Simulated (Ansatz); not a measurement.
## Ta₂C films: biaxial stress and wafer bow

Plane-wave DFT in Ansatz, r2SCAN, scalar-relativistic PAW potentials, cutoff 500 eV, no spin-orbit coupling; no spin polarisation. Ta₂C in space group P-3m1, strained equally along a and b of the conventional cell, with c and the atoms relaxed within the symmetry (a film with c along the normal). Stress is the in-plane mean, tension positive.

```tsv
strain (%)	stress (GPa)	E − E(0) (meV/atom)
-3.0	-19.70	48.4
-2.0	-12.62	21.0
-1.0	-6.05	5.1
+0.0	0.01	0.0
+1.0	?	5.0
+2.0	10.77	19.3
+3.0	15.49	42.2
```

Question: Fit the stress, get the biaxial modulus and predict the missing row.

Answer: A parabola through the given rows is σ = 0.02 + 5.859 ε -0.2367 ε² GPa (ε in %), so M = dσ/dε = 586 GPa at zero. It predicts 5.64 GPa at +1.0 %; the run gave 5.63 GPa. The miss is 0.01 GPa, so the fit holds. The negative square term means that the film is stiffer in compression than in tension. The energies check it: E/V = Mε² at small strain, and a cubic fit with V = 13.80 Å³/atom gives M = 584 GPa, in agreement.

Question: How much does a 100 nm film at -0.3 % strain bow a 300 mm Si(001) wafer 775 μm thick?

Answer: The fit, without its small constant, gives σ = -1.78 GPa. Stoney's formula, κ = 6σt_f/(M_s t_s²) with M_s = 180.5 GPa for Si(001) (literature), gives |κ| = 9.85×10⁻³ m⁻¹ and a bow κr²/2 = 110.8 μm at r = 150 mm, with the film side convex (compression pushes the centre up). This assumes a single-crystal or fully textured, unrelaxed film at 0 K.

The cell has no gap in any row, so the stresses hang on mesh and smearing.

Cost: about 35 core-minutes for the runs cited, on Intel Xeon Processor @ 2.50GHz (Skylake/Cascade Lake) (shared hosts).

The Ta₂C film is very stiff in the basal plane, and its response is clearly anharmonic: the stress reaches -19.70 GPa at -3.0 % but only 15.49 GPa at +3.0 %. The stiffness probably comes from directional Ta 5d-C 2p bonds acting together with Ta-Ta d bonding, both of which in-plane strain must deform even when c is free to relax. Compression steepens the short-range repulsion, while stretching weakens orbital overlap, so the tangent modulus falls steadily from compression to tension. The stress is still rising at the largest tensile strain, so the data set no ideal strength.

At the small strain used for the wafer, this asymmetry hardly matters and the bow is essentially a linear-elastic result. Because a trigonal basal plane is elastically isotropic in the linear regime, the same modulus serves a c-axis fibre texture with random in-plane orientation. The strain itself is an input, so the calculation converts a given mismatch into bow but doesn't predict the stress that deposition would leave in a real film.
